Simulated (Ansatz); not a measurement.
# Na: the cost of one run

Program: Ansatz 0.2.0. Level of theory: DFT PBEsol, scalar-relativistic, plane waves, PAW. These are calculated values, not measurements.

## Step 1: The starting structure

It takes space group I4/mmm (No. 139, tetragonal). Conventional cell: a = 3.777 Å, b = 3.777 Å, c = 5.275 Å, α = 90.00°, β = 90.00°, γ = 90.00°. Around Na (site symmetry 4/mmm) lie 12 Na at 3.75 to 3.78 Å.

Structure file:

```cif
data_structure
_symmetry_space_group_name_H-M 'P 1'
_symmetry_Int_Tables_number 1
_cell_length_a 3.7532
_cell_length_b 3.7532
_cell_length_c 3.7532
_cell_angle_alpha 119.587
_cell_angle_beta 119.587
_cell_angle_gamma 90.716
_cell_volume 37.61
loop_
_atom_site_label
_atom_site_type_symbol
_atom_site_fract_x
_atom_site_fract_y
_atom_site_fract_z
_atom_site_occupancy
Na1 Na 0.00000 0.00000 0.00000 1
```

The structure comes from the Materials Project (structure only).

## Step 2: Reference: the cell as listed

The input, input.yaml:

```yaml
crystal:
  lattice:
    - [-1.88829108, 1.88829108, 2.63727668]
    - [1.88829108, -1.88829108, 2.63727668]
    - [1.88829108, 1.88829108, -2.63727668]
  atoms:
    - { symbol: Na, position: [0.0, 0.0, 0.0] }
basis:
  ecutwfc: 420
kpoints:
  mp_grid: { grid: [16, 16, 16] }
hamiltonian:
  xc: pbesol
scf:
  occupations: { method: gaussian, width: 0.1 }
output:
  forces: true
  stress: true
  eigenvalues: true
  populations: true
```

**Question.** How long does this run take on 1 thread of an x86-64 CPU, shared host, and how much memory does it need?

About 4.4 s, with a peak of 0.44 GiB.
